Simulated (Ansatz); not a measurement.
# Tl: the cost of one run

Computed with Ansatz 0.2.0 (DFT PBE, scalar-relativistic, plane waves, PAW, unless a step's input says otherwise).

3 further runs of the same task are left out: 1 that didn't finish, 2 set aside as unsound or not needed.

## (1) Starting point

It takes space group R-3m (No. 166, trigonal). The conventional cell has a = 2.936 Å, b = 2.936 Å, c = 21.550 Å, α = 90.00°, β = 90.00°, γ = 120.00°. Ag (site symmetry -3m) is surrounded by 12 Ag at 2.93 to 2.94 Å. Ag (site symmetry 3m) has 12 Ag at 2.93 to 2.94 Å as nearest neighbours.

As a file:

```
CELL_PARAMETERS angstrom
1.46778 0.84743 7.18332
-1.46778 0.84743 7.18332
0.00000 -1.69485 7.18332
ATOMIC_POSITIONS crystal
Ag 0.00000 0.00000 0.00000
Ag 0.77771 0.77771 0.77771
Ag 0.22229 0.22229 0.22229
```

It goes back to an entry of the Materials Project, which need not be the stable form.

It is the result of an earlier relaxation at this level (volume 17.87 Å³/atom; gap on the mesh: none (metal)).

## (2) Swap Ag → Tl

Tl starts from the relaxed positions of Ag, with all lengths scaled by 1.000, a guess from tabulated radii.

## (3) A first look at the start (Tl)

The input, input.yaml:

```yaml
crystal:
  lattice:
    - [1.4677845782, 0.8474258213, 7.1833202733]
    - [-1.4677845782, 0.8474258213, 7.1833202733]
    - [0.0, -1.6948516427, 7.1833202733]
  atoms:
    - { symbol: Tl, position: [0.0, 0.0, 0.0] }
    - { symbol: Tl, position: [0.7777073671, 0.7777073671, 0.7777073671] }
    - { symbol: Tl, position: [0.2222926329, 0.2222926329, 0.2222926329] }
basis:
  ecutwfc: 420
kpoints:
  mp_grid: { grid: [6, 6, 6] }
hamiltonian:
  xc: pbe
scf:
  occupations: { method: gaussian, width: 0.1 }
output:
  forces: true
  stress: true
  eigenvalues: true
```

The run is started by

```bash
ansatz run input.yaml --threads 1 --pin off --max-ram 2560MiB --backend cpu --events-out ev --progress --plain --runs-dir out
```

**Question.** How long does this run take on 1 thread of Arm Neoverse V1, shared host, and how much memory does it need?

About 2.3 s, with a peak of 0.31 GiB.
